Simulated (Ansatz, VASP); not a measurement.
HfO2 in VASP and in Ansatz

INCAR

```
  ALGO = Normal
  EDIFF = 1E-6
  ENCUT = 520
  GGA = PS
  ISIF = 2
  ISMEAR = 0
  LASPH = T
  LCHARG = F
  LREAL = F
  LWAVE = F
  NBANDS = 18
  NELM = 100
  PREC = Accurate
  SIGMA = 0.05
```

The input KPOINTS:

```
k-points
0
Gamma
  8 8 8
```

POSCAR

```
HfO2
1.0
   -0.1356534982      2.5001010004      2.5001010004
    2.5001010004     -0.1356534982      2.5001010004
    2.5001010004      2.5001010004     -0.1356534982
Hf O
1 2
Direct
    0.0000000000      0.0000000000      0.0000000000
    0.2500000000      0.2500000000      0.2500000000
    0.7500000000      0.7500000000      0.7500000000
```

Input for Ansatz:

```yaml
crystal:
  lattice:
    - [-0.1356534982, 2.5001010004, 2.5001010004]
    - [2.5001010004, -0.1356534982, 2.5001010004]
    - [2.5001010004, 2.5001010004, -0.1356534982]
  atoms:
    - { symbol: Hf, position: [0.0, 0.0, 0.0] }
    - { symbol: O, position: [0.25, 0.25, 0.25] }
    - { symbol: O, position: [0.75, 0.75, 0.75] }
basis:
  ecutwfc: 520.0
kpoints:
  mp_grid: { grid: [8, 8, 8] }
hamiltonian:
  xc: pbesol
  pseudopotentials: { kind: paw, azcp: { folder: soft_1 } }
scf:
  occupations: { method: gaussian, width: 0.05 }
output:
  forces: true
  stress: true
  eigenvalues: true
```

Alike in both runs: task single point; functional PBEsol; k mesh 8 × 8 × 8; occupations gaussian, width 0.05 eV; no spin polarisation.

|  | VASP | Ansatz |
| --- | --- | --- |
| version | VASP 6.6.1 | Ansatz 0.2.0 |
| potentials or method | VASP PAW PBE potentials, release 64 (Hf_pv, O) | scalar-relativistic, plane waves, PAW |
| plane-wave cutoff (eV) | 520 | 520 |
| valence electrons in the cell | 22 | 38 |

VASP gave:

* gap on the k mesh at the Fermi level (eV): 3.65
* least direct gap on the mesh (eV): 3.65
* pressure (GPa): -13.6
* largest component of the traceless stress (GPa): 5.04
* rms of the force components (eV/Å): 0.308

Q: Estimate Ansatz's values.

A: gap on the k mesh at the Fermi level (eV): 3.63; least direct gap on the mesh (eV): 3.63; pressure (GPa): -10.3; largest component of the traceless stress (GPa): 5.27; rms of the force components (eV/Å): 0.333.

Atom by atom the forces differ by 0.025 eV/Å (rms over components). With one functional, cell and mesh, what is left measures potentials, basis and numerics. The two sets of potentials don't hold the same shells in valence. Ansatz warned: «pseudo_functional_mismatch».

Caveats: the PAW data sets were made with another functional, which shifts forces and pressure a little (VASP); spin-orbit coupling is left out, which moves the levels of the heavy elements. A k mesh can miss the band edges.
